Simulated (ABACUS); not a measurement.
# TiC under changes of volume

One of the cells (10.158 Å³/atom); the others are scaled copies at fixed shape and fractional positions:

```
Ti C
1.0
     0.00000    2.16572    2.16572
     2.16572    0.00000    2.16572
     2.16572    2.16572    0.00000
Ti C
1 1
Direct
  0.00000 0.00000 0.00000
  0.50000 0.50000 0.50000
```

The cell is a database's computed one.

- Program: ABACUS 3.10.1
- Functional: PBE
- Potentials or basis: PseudoDojo NC SR 0.4.1 PBE standard
- Cutoff: 1361 eV
- Density cutoff: 5442 eV
- Basis: DZP LCAO (the cutoffs set its grid)
- k mesh: 11 × 11 × 11
- Occupations: fermi-dirac, width 0.05 eV
- Spin: no spin polarisation

| volume (Å³/atom) | energy over the lowest point (meV/atom) | pressure (GPa) |
| --- | --- | --- |
| 9.548 | ? | ? |
| 9.752 | 17.00 | 12.5 |
| 9.955 | 4.95 | 6.6 |
| 10.158 | 0.00 | 1.2 |
| 10.361 | 1.58 | -3.6 |
| 10.564 | 8.94 | -8.0 |
| 10.767 | 21.68 | -12.0 |

Problem. What does the run at 9.548 Å³/atom give?

Solution. Energy over the lowest point 36.91 meV/atom; pressure 19.0 GPa.

Worked out: A Birch-Murnaghan fit of order 3 (a polynomial in V^(-2/3)) to the other rows has its minimum at 10.21 Å³/atom with B0 = V·E''(V) = 250 GPa and B' = 3.9. It gives 37.05 meV/atom at 9.548 Å³/atom, against the run's 36.91, and -dE/dV = 19.1 GPa, against 19.0.

Energies are extrapolated to zero smearing.

Caveats: the atomic orbitals were generated for these runs and aren't a published set; the basis of atomic orbitals isn't converged, which shifts pressures, moduli and gaps.
